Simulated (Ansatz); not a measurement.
Te:

```
CELL_PARAMETERS angstrom
2.30590 1.33131 1.69095
-2.30590 1.33131 1.69095
0.00000 -2.66263 1.69095
ATOMIC_POSITIONS crystal
Te 0.50000 0.50000 0.50000
```

This isn't the form of Te at room conditions, which is trigonal, of chains.

- Program: Ansatz 0.2.0
- Task: single point
- Functional: PBE
- Potentials or basis: Ansatz PAW
- Cutoff: 420 eV (not typed: the program's choice for these potentials)
- k mesh: 9 × 9 × 9
- Occupations: fermi-dirac, width 0.05 eV
- Spin: no spin polarisation

On this cell: pressure 2.6 GPa; band gap on the k mesh none (metal or under the smearing width).

The same run follows on a disturbed copy (cell strained at random at fixed volume):

```
Te
1.0
     2.28571    1.30841    1.72314
    -2.26423    1.29574    1.70383
    -0.00024   -2.65977    1.75728
Te
1
Direct
  0.50143 0.49386 0.50316
```

Q: What changes?

A: The energy (extrapolated to zero smearing) moves by +0.3 meV/atom; pressure 2.9 GPa; band gap on the k mesh none (metal or under the smearing width).

Stress tensor (GPa, compression positive):
```
 3.07 -0.16 -0.19
-0.16  2.80  0.31
-0.19  0.31  2.87
```
